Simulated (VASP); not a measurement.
# PbS (Pm-3m) in VASP: settings compared, part 2 of 2

VASP 6.6.1. The steps go on from the part before.

**3. G0W0 low-scaling quasiparticle levels, PBE**

Contents of POSCAR:

```
PbS
1.0
    3.6536590000      0.0000000000      0.0000000000
    0.0000000000      3.6536590000      0.0000000000
    0.0000000000      0.0000000000      3.6536590000
Pb S
1 1
Direct
    0.0000000000      0.0000000000      0.0000000000
    0.5000000000      0.5000000000      0.5000000000
```

Contents of INCAR.step1:

```
PREC     = Accurate       # precision mode
ENCUT    = 450            # plane-wave cutoff, eV
EDIFF    = 1E-8           # SCF threshold, eV
ISMEAR   = 0              # smearing method
SIGMA    = 0.01           # smearing width, eV
LREAL    = F              # projectors in reciprocal space
LASPH    = T              # aspherical terms in the spheres
NELM     = 60             # most SCF steps
ALGO     = Normal         # electronic algorithm
LWAVE    = T              # write WAVECAR
LCHARG   = F              # write CHGCAR
GGA      = PE             # functional
```

Contents of INCAR.step2:

```
PREC     = Accurate       # precision mode
ENCUT    = 450            # plane-wave cutoff, eV
EDIFF    = 1E-8           # SCF threshold, eV
ISMEAR   = 0              # smearing method
SIGMA    = 0.01           # smearing width, eV
LREAL    = F              # projectors in reciprocal space
LASPH    = T              # aspherical terms in the spheres
NELM     = 1              # most SCF steps
ALGO     = Exact          # electronic algorithm
LWAVE    = T              # write WAVECAR
LCHARG   = F              # write CHGCAR
GGA      = PE             # functional
NBANDS   = 475            # bands
LOPTICS  = T              # frequency-dependent dielectric function
ISTART   = 1
```

Contents of INCAR.step3:

```
PREC     = Accurate       # precision mode
ENCUT    = 450            # plane-wave cutoff, eV
EDIFF    = 1E-8           # SCF threshold, eV
ISMEAR   = 0              # smearing method
SIGMA    = 0.01           # smearing width, eV
LREAL    = F              # projectors in reciprocal space
LASPH    = T              # aspherical terms in the spheres
ALGO     = EVGW0R         # electronic algorithm
LWAVE    = F              # write WAVECAR
LCHARG   = F              # write CHGCAR
GGA      = PE             # functional
NELMGW   = 1            
NBANDS   = 475            # bands
ENCUTGW  = 200            # cutoff of the response function
NOMEGA   = 16             # frequency points
PRECFOCK = Fast         
ISTART   = 1            
NBANDSGW = 19
```

Contents of KPOINTS:

```
regular mesh
0
Gamma
  3 3 3
```

Potentials or basis: VASP PAW PBE potentials, release 64 (Pb_d_GW, S_GW).

Launch:

```console
cat potpaw_PBE.64/Pb_d_GW/POTCAR potpaw_PBE.64/S_GW/POTCAR > POTCAR
cp INCAR.step1 INCAR
mpirun -np 1 vasp_std > vasp.out
cp INCAR.step2 INCAR
mpirun -np 1 vasp_std > vasp.out
cp INCAR.step3 INCAR
mpirun -np 1 vasp_std > vasp.out
```

OUTCAR:

```text
PREC = Accurate
   ENCUT = 450
   EDIFF = 1E-8
   ISMEAR = 0
   LREAL = F
   LASPH = T
   GGA = PE
   NELMGW = 1
   ENCUTGW = 200
   PRECFOCK = Fast
   ISTART = 1

 ion  position               nearest neighbor table
   1  0.000  0.000  0.000-
   2  0.500  0.500  0.500-

  LATTYP: Found a simple cubic cell.
 ALAT       =     3.6536590000

  Lattice vectors:

 A1 = (   3.6536590000,   0.0000000000,   0.0000000000)
 A2 = (   0.0000000000,   3.6536590000,   0.0000000000)
 A3 = (   0.0000000000,   0.0000000000,   3.6536590000)

Analysis of symmetry for initial positions (statically):
=====================================================================
 Subroutine PRICEL returns:
 Original cell was already a primitive cell.

 Routine SETGRP: Setting up the symmetry group for a
 simple cubic supercell.

 Subroutine GETGRP returns: Found 48 space group operations
 (whereof 48 operations were pure point group operations)
 out of a pool of 48 trial point group operations.

The static configuration has the point symmetry O_h .

Analysis of symmetry for dynamics (positions and initial velocities):
=====================================================================
 Subroutine PRICEL returns:
 Original cell was already a primitive cell.

 Routine SETGRP: Setting up the symmetry group for a
 simple cubic supercell.

 Subroutine GETGRP returns: Found 48 space group operations
 (whereof 48 operations were pure point group operations)
 out of a pool of 48 trial point group operations.

The dynamic configuration has the point symmetry O_h .

[... 84 lines left out ...]
   ISYM   =      3    0-nonsym 1-usesym 2-fastsym
   POTIM  = 0.5000    time-step for ionic-motion
   TEBEG  =    0.0;   TEEND  =   0.0 temperature during run
   PSTRESS=    0.0 pullay stress
   NELECT =      22.0000    total number of electrons
   NUPDOWN=      -1.0000    fix difference up-down
   EMIN   =  10.00;   EMAX   =-10.00  energy-range for DOS
   EFERMI =   0.00;   METHOD = LEGACY
   ISMEAR =     0;   SIGMA  =   0.01  broadening in eV -4-tet -1-fermi 0-gaus
   EFERMI_NEDOS =   21; number of points for ismear=-14 and -15
   IALGO  =     38    algorithm
   IMIX   =      4    mixing-type and parameters
     AMIX     =   0.40;   BMIX     =  1.00
     AMIX_MAG =   1.60;   BMIX_MAG =  1.00
  volume/ion in A,a.u.               =      24.39       164.57
  Fermi-wavevector in a.u.,A,eV,Ry     =   1.255513  2.372575 21.447022  1.576312
  Thomas-Fermi vector in A             =   2.389266
   LORBIT       =      0    0 simple, 1 ext, 2 COOP (PROOUT), +10 PAW based schemes
   GGA     = PE    functional components
   LHFCALC =     T    Hartree Fock is set to
   PRECFOCK=fast      Normal, Fast or Accurate (Low or Medium for compatibility)
   ENCUT4O =  -1.0   cutoff for four orbital integrals eV
   NKREDX  =     1    reduce k-point grid by
   NKREDY  =     1    reduce k-point grid by
   NKREDZ  =     1    reduce k-point grid by
   AEXX    =    1.0000 exact exchange contribution
   HFSCREEN=    0.0000 screening length (either q_TF or 0.3 A-1)
   HFSCREENC=   0.0000 screening length for correlation (either q_TF or 0.3 A-1)
   ENCUTFOCK=  -1.0 apply spherical cutoff to Coloumb kernel
   IVDW    =     0    specifies the selected vdW correction
   LEPSILON=     F    determine dielectric tensor
   LRPA    =     F    only Hartree local field effects (RPA)
   LRPAFORCE           =     F    calculate RPA forces
   ENCUTGW             = 200.0    cutoff for response function in eV
   ENCUTGWSOFT         = 160.0    soft cutoff for Coulomb kernel in GW response function in eV
   ENCUTLF             =  -1.0    cutoff for local field effects
   NELMGW              =     1    number of iterations in solving QP/BSE equation
   NELMHF              =     1    number of iterations in the inner HF iteration
   NKREDLFX            =     1    NKREDLFY  =   1   NKREDLFZ  =   1
 non-spin polarized calculation
 Gauss-broadening in eV      SIGMA  =   0.01
  energy-cutoff  :      450.00
  volume of cell :       48.77
 maximum number of plane-waves:      1060
 NGX is ok and might be reduce to    28
  NGX = 14; NGY = 14; NGZ = 14
   NGX = 13   NGY = 13   NGZ = 13
 maximum number of plane-waves:       312
 maximum number of plane-waves:     28425
 maximum number of plane-waves:      8385

      cutoff energy     smooth cutoff   RPA   correlation   Hartree contr. to MP2
---------------------------------------------------------------------------------
            200.000           160.000      -26.3081000679      -44.1368022997
            190.476           152.381      -26.1857592358      -44.0021059178
            181.406           145.125      -26.0528032459      -43.8550768259
            172.768           138.214      -25.9083988407      -43.6943715304
            164.541           131.632      -25.7561020558      -43.5236026105
            156.705           125.364      -25.5932828248      -43.3394530184
            149.243           119.394      -25.4129612716      -43.1335676064
            142.136           113.709      -25.2188844531      -42.9098227997
  linear regression
  converged value                          -27.9348913666      -45.9727889581

 QP shifts evaluated in KS or natural orbital/ Bruckner basis
 k-point   1 :       0.0000    0.0000    0.0000
 band No.  KS-energies   sigma(KS)    QP-e(linear)    Z         QP-e(zeros)     Z        occupation    Imag(E_QP)    QP_DIFF TAG

      1    -135.5074    -171.4050    -169.2823       0.9409    -169.6680       1.0174       2.0000      -7.8283       0.0000   2
      2     -12.9343     -23.2527     -20.4037       0.7239     -19.5093       0.5812       2.0000      -2.1590       0.0000   2
      3     -12.9343     -23.2527     -20.4037       0.7239     -19.5093       0.5812       2.0000      -2.1590      -0.0000   2
      4     -12.7217     -23.2358     -20.3865       0.7290     -19.4578       0.5804       2.0000      -2.1570      -0.0000   2
      5     -12.7217     -23.2358     -20.3865       0.7290     -19.4578       0.5804       2.0000      -2.1570       0.0000   2
      6     -12.7217     -23.2358     -20.3865       0.7290     -19.4578       0.5804       2.0000      -2.1570       0.0000   2
[... 68 lines left out ...]
      6     -12.7380     -23.2361     -20.3716       0.7271     -19.4380       0.5804       2.0000      -2.1548       0.0000   2
[... 11 lines left out ...]
     18      19.0722      18.8147      18.8774       0.7564      18.8772       0.7585       0.0000      -0.8636      -0.0000   2
     19      19.0722      18.8147      18.8774       0.7564      18.8772       0.7585       0.0000      -0.8636      -0.0000   2

  HF+RPA corr. energy TOTEN  =       -45.81767431 eV

  HF+E_corr(extrapolated)    =       -47.44446561 eV
```

It took 11 min on 1 thread of Intel Xeon 6975P-C (Granite Rapids), shared host; peak memory 4.1 GiB.

What came out:

| Property | Result |
| --- | --- |
| Band gap on the k mesh, mean-field level | 1.90 eV, indirect (least direct gap 2.90 eV) |
| Quasiparticle gap | 1.96 eV |
| Least direct quasiparticle gap | 3.04 eV |
| RPA correlation energy | -13.967 eV/atom |
| RPA correlation energy per cell | -27.935 eV |

Levels at points of the mesh, in eV from the valence-band top:
| k point | band 9 | band 10 | band 11 | band 12 | band 13 | band 14 |
| --- | --- | --- | --- | --- | --- | --- |
| (0.00, 0.00, 0.00) | -1.12 | -1.12 | -1.12 | 5.96 | 5.96 | 6.99 |

Caveat: the k mesh is coarse (spacing up to 0.57 Å⁻¹), so the values aren't converged; bands, screening cutoff and mesh are small and nothing is extrapolated, so the quasiparticle values aren't converged; spin-orbit coupling is left out, which as a rule narrows the gap of such compounds by several tenths of an eV; an odd mesh through Γ misses points on the zone boundary, where band edges often lie.

**4. RPA correlation energy, PBE (volume scaled by 1.04)**

Contents of POSCAR:

```
PbS
1.0
    3.7017389742      0.0000000000      0.0000000000
    0.0000000000      3.7017389742      0.0000000000
    0.0000000000      0.0000000000      3.7017389742
Pb S
1 1
Direct
    0.0000000000      0.0000000000      0.0000000000
    0.5000000000      0.5000000000      0.5000000000
```

Contents of INCAR.step1:

```
ALGO     = Fast           # electronic algorithm
EDIFF    = 1E-8           # SCF threshold, eV
ENCUT    = 400            # plane-wave cutoff, eV
GGA      = PE             # functional
ISMEAR   = 0              # smearing method
LASPH    = True           # aspherical terms in the spheres
LCHARG   = False          # write CHGCAR
LREAL    = False          # projectors in reciprocal space
LWAVE    = True           # write WAVECAR
NELM     = 80             # most SCF steps
PREC     = Accurate       # precision mode
SIGMA    = 0.05           # smearing width, eV
```

Contents of INCAR.step2:

```
AEXX     = 1.0            # exact-exchange fraction
AGGAC    = 0.0          
ALDAC    = 0.0          
ALGO     = EIGENVAL       # electronic algorithm
EDIFF    = 1E-8           # SCF threshold, eV
ENCUT    = 400            # plane-wave cutoff, eV
GGA      = PE             # functional
ISMEAR   = 0              # smearing method
ISTART   = 1            
LASPH    = True           # aspherical terms in the spheres
LCHARG   = False          # write CHGCAR
LHFCALC  = True           # exact exchange
LREAL    = False          # projectors in reciprocal space
LWAVE    = False          # write WAVECAR
NELM     = 1              # most SCF steps
PREC     = Accurate       # precision mode
PRECFOCK = Fast         
SIGMA    = 0.05           # smearing width, eV
```

Contents of INCAR.step3:

```
ALGO     = Exact          # electronic algorithm
EDIFF    = 1E-8           # SCF threshold, eV
ENCUT    = 400            # plane-wave cutoff, eV
GGA      = PE             # functional
ISMEAR   = 0              # smearing method
ISTART   = 1            
LASPH    = True           # aspherical terms in the spheres
LCHARG   = False          # write CHGCAR
LOPTICS  = True           # frequency-dependent dielectric function
LREAL    = False          # projectors in reciprocal space
LWAVE    = True           # write WAVECAR
NBANDS   = 936            # bands
NELM     = 1              # most SCF steps
PREC     = Accurate       # precision mode
SIGMA    = 0.05           # smearing width, eV
```

Contents of INCAR.step4:

```
ALGO     = ACFDT          # electronic algorithm
EDIFF    = 1E-8           # SCF threshold, eV
ENCUT    = 400            # plane-wave cutoff, eV
ENCUTGW  = 200            # cutoff of the response function
GGA      = PE             # functional
ISMEAR   = 0              # smearing method
ISTART   = 1            
LASPH    = True           # aspherical terms in the spheres
LCHARG   = False          # write CHGCAR
LREAL    = False          # projectors in reciprocal space
LWAVE    = False          # write WAVECAR
NBANDS   = 936            # bands
NELM     = 80             # most SCF steps
NOMEGA   = 8              # frequency points
PREC     = Accurate       # precision mode
PRECFOCK = Fast         
SIGMA    = 0.05           # smearing width, eV
```

Contents of KPOINTS:

```
k-points
0
Gamma
  4 4 4
```

Potentials or basis: VASP PAW PBE potentials, release 64 (Pb_d_GW, S_GW).

Launch:

```console
cat potpaw_PBE.64/Pb_d_GW/POTCAR potpaw_PBE.64/S_GW/POTCAR > POTCAR
cp INCAR.step1 INCAR
mpirun -np 1 vasp_std > vasp.out
cp INCAR.step2 INCAR
mpirun -np 1 vasp_std > vasp.out
cp INCAR.step3 INCAR
mpirun -np 1 vasp_std > vasp.out
cp INCAR.step4 INCAR
mpirun -np 1 vasp_std > vasp.out
```

OUTCAR:

```text
EDIFF = 1E-8
   ENCUT = 400
   ENCUTGW = 200
   GGA = PE
   ISMEAR = 0
   ISTART = 1
   LASPH = True
   LREAL = False
   NELM = 80
   PREC = Accurate
   PRECFOCK = Fast

 ion  position               nearest neighbor table
   1  0.000  0.000  0.000-
   2  0.500  0.500  0.500-

  LATTYP: Found a simple cubic cell.
 ALAT       =     3.7017389742

  Lattice vectors:

 A1 = (   3.7017389742,   0.0000000000,   0.0000000000)
 A2 = (   0.0000000000,   3.7017389742,   0.0000000000)
 A3 = (   0.0000000000,   0.0000000000,   3.7017389742)

[... 138 lines left out ...]
   PRECFOCK=fast      Normal, Fast or Accurate (Low or Medium for compatibility)
   ENCUT4O =  -1.0   cutoff for four orbital integrals eV
   NKREDX  =     1    reduce k-point grid by
   NKREDY  =     1    reduce k-point grid by
   NKREDZ  =     1    reduce k-point grid by
   AEXX    =    1.0000 exact exchange contribution
   HFSCREEN=    0.0000 screening length (either q_TF or 0.3 A-1)
   HFSCREENC=   0.0000 screening length for correlation (either q_TF or 0.3 A-1)
   ENCUTFOCK=  -1.0 apply spherical cutoff to Coloumb kernel
   IVDW    =     0    specifies the selected vdW correction
   LEPSILON=     F    determine dielectric tensor
   LRPA    =     F    only Hartree local field effects (RPA)
   LRPAFORCE           =     F    calculate RPA forces
   ENCUTGW             = 200.0    cutoff for response function in eV
   ENCUTGWSOFT         = 160.0    soft cutoff for Coulomb kernel in GW response function in eV
   ENCUTLF             =  -1.0    cutoff for local field effects
   NELMGW              =     1    number of iterations in solving QP/BSE equation
   NELMHF              =     1    number of iterations in the inner HF iteration
   NKREDLFX            =     1    NKREDLFY  =   1   NKREDLFZ  =   1
 non-spin polarized calculation
 Gauss-broadening in eV      SIGMA  =   0.05
  energy-cutoff  :      400.00
  volume of cell :       50.72
 maximum number of plane-waves:       936
  NGX = 14; NGY = 14; NGZ = 14
   NGX = 13   NGY = 13   NGZ = 13
 maximum number of plane-waves:       341

      cutoff energy     smooth cutoff   RPA   correlation   Hartree contr. to MP2
---------------------------------------------------------------------------------
            200.000           160.000      -26.5842508648      -51.3844396306
            190.476           152.381      -26.4752381318      -51.2622756470
            181.406           145.125      -26.3569229655      -51.1290305130
            172.768           138.214      -26.2303011489      -50.9854976219
            164.541           131.632      -26.0929141408      -50.8284651576
            156.705           125.364      -25.9446146450      -50.6573813755
            149.243           119.394      -25.7853031159      -50.4715594197
            142.136           113.709      -25.6135108915      -50.2688239087
  linear regression
  converged value                          -28.0366973535      -53.0569059496
```

OUTCAR.step1:

```text
EDIFF = 1E-8
   ENCUT = 400
   GGA = PE
   ISMEAR = 0
   LASPH = True
[... 385 lines left out ...]
 -----------------------------------------------------------------------------------
      0.00000      0.00000      0.00000         0.000000      0.000000      0.000000
      1.85087      1.85087      1.85087         0.000000      0.000000      0.000000
 -----------------------------------------------------------------------------------
    total drift:                               -0.000000      0.000000     -0.000000

  FREE ENERGIE OF THE ION-ELECTRON SYSTEM (eV)
  ---------------------------------------------------
  free  energy   TOTEN  =        -8.1553946662 eV

  energy  without entropy=       -8.1529776634  energy(sigma->0) =       -8.15418616
```

It took 21 min on 1 thread of Intel Xeon 6975P-C (Granite Rapids), shared host; peak memory 1.2 GiB.

Results:

```
Band gap on the k mesh, mean-field level : none (metal or under the smearing width)
RPA correlation energy                   : -14.018 eV/atom
RPA total energy per cell                : -44.202 eV
RPA correlation energy per cell          : -28.037 eV
```

Levels at points of the mesh, in eV from the Fermi level:
```
           k point  band 8  band 9  band 10  band 11  band 12  band 13  band 14  band 15
(0.00, 0.00, 0.00)   -6.63   -1.26    -1.26    -1.26     5.75     5.75     6.45     6.45
(0.50, 0.00, 0.00)   -8.64   -0.21    -0.21     0.02     0.50     4.07     4.07     7.02
(0.50, 0.50, 0.00)   -7.05   -3.98    -3.98    -0.02     4.26     4.26     5.89     7.35
(0.50, 0.50, 0.50)   -5.88   -2.01    -2.01    -2.01    -0.14    -0.14    -0.14    13.55
```

Caveat: the k mesh is coarse (spacing up to 0.42 Å⁻¹), so the values aren't converged; the ground state has no gap, which makes the many-body step unreliable.

**5. For comparison**

An earlier run on the cell as given: functional PBE; potentials or basis VASP PAW PBE potentials, release 64 (Pb_d, S); cutoff 520 eV; k mesh 7 × 7 × 7; occupations fermi-dirac, width 0.05 eV; no spin polarisation.

* Pressure: -0.1 GPa
* Band gap on the k mesh: 0.12 eV, indirect (least direct gap 1.44 eV)
